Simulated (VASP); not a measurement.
# As: restarted molecular dynamics, 2 variants

As, R-3m (no. 166), 12 atoms in the cell. PBE, molecular dynamics; PAW potentials As (PBE set).

| Restart from | Temperature at the end (K) | The same without a restart (K) | Potential energy at the end (eV/atom) | The same without a restart (eV/atom) | Electronic steps in the first step after the restart | Time (s) |
|---|---|---|---|---|---|---|
| CONTCAR with velocities, WAVECAR read | 202.0 | 202.0 | -4.65605 | -4.65605 | 4 | 394 |
| CONTCAR with velocities, no WAVECAR | 202.0 | 202.0 | -4.65605 | -4.65605 | 13 | 374 |

Limits: 180 fs of 12 atoms are too short for converged averages; the cell is only 3.8 Å across, so each atom moves in step with near copies of itself.

## Input of the first row

INCAR.step1:
```
GGA      = PE             # functional
PREC     = Normal         # precision mode
ENCUT    = 210            # plane-wave cutoff, eV
EDIFF    = 1E-6           # SCF threshold, eV
NELMIN   = 4            
NELM     = 60             # most SCF steps
ALGO     = Fast           # electronic algorithm
LREAL    = Auto         
LASPH    = T              # aspherical terms in the spheres
ISMEAR   = -1             # smearing method
SIGMA    = 0.05           # smearing width, eV
ISYM     = 0            
LWAVE    = T              # write WAVECAR
LCHARG   = F              # write CHGCAR
IBRION   = 0              # ionic algorithm
NSW      = 30             # ionic steps
POTIM    = 3.0            # step
TEBEG    = 600          
ISIF     = 2              # what is computed and relaxed
RANDOM_SEED= 785473 0 0   
MDALGO   = 1            
ANDERSEN_PROB= 0.0          
KPAR     = 2             
```

INCAR.step2, as INCAR.step1 but for:
```
- LWAVE = T
+ LWAVE = F
```

KPOINTS:
```
k-points
0
Gamma
  3 2 1
```

POSCAR.step1:
```
As
1.0
    3.7615937974      0.0000000000      0.0000000000
    0.0000000000      6.5152715744      0.0000000000
    0.0000000000      0.0000000000     10.5421859835
As
12
Direct
    0.0000000000      0.0000000000      0.2260000000
    0.5000000000      0.5000000000      0.2260000000
    0.5000000000      0.1666666666      0.1073333333
    0.0000000001      0.6666666666      0.1073333333
    0.5000000000      0.1666666666      0.5593333333
    0.0000000001      0.6666666666      0.5593333333
    0.0000000000      0.3333333333      0.4406666667
    0.4999999999      0.8333333334      0.4406666667
    0.0000000000      0.3333333333      0.8926666667
    0.4999999999      0.8333333334      0.8926666667
    0.0000000000      0.0000000000      0.7740000000
    0.5000000000      0.5000000000      0.7740000000
```

Commands (each step's output is kept before the next begins):
```
cat potpaw_PBE.64/As/POTCAR > POTCAR
cp INCAR.step1 INCAR
cp POSCAR.step1 POSCAR
mpirun -np 2 vasp_std > vasp.out
cp CONTCAR POSCAR
cp INCAR.step2 INCAR
mpirun -np 2 vasp_std > vasp.out
```

Changes of the last row against the first:
```
(step 1)
- LWAVE = True
+ LWAVE = False
```

VASP 6.6.1 took 394 s on 2 cores (Intel Xeon Platinum 8259CL @ 2.50GHz (Skylake/Cascade Lake)), a shared host.
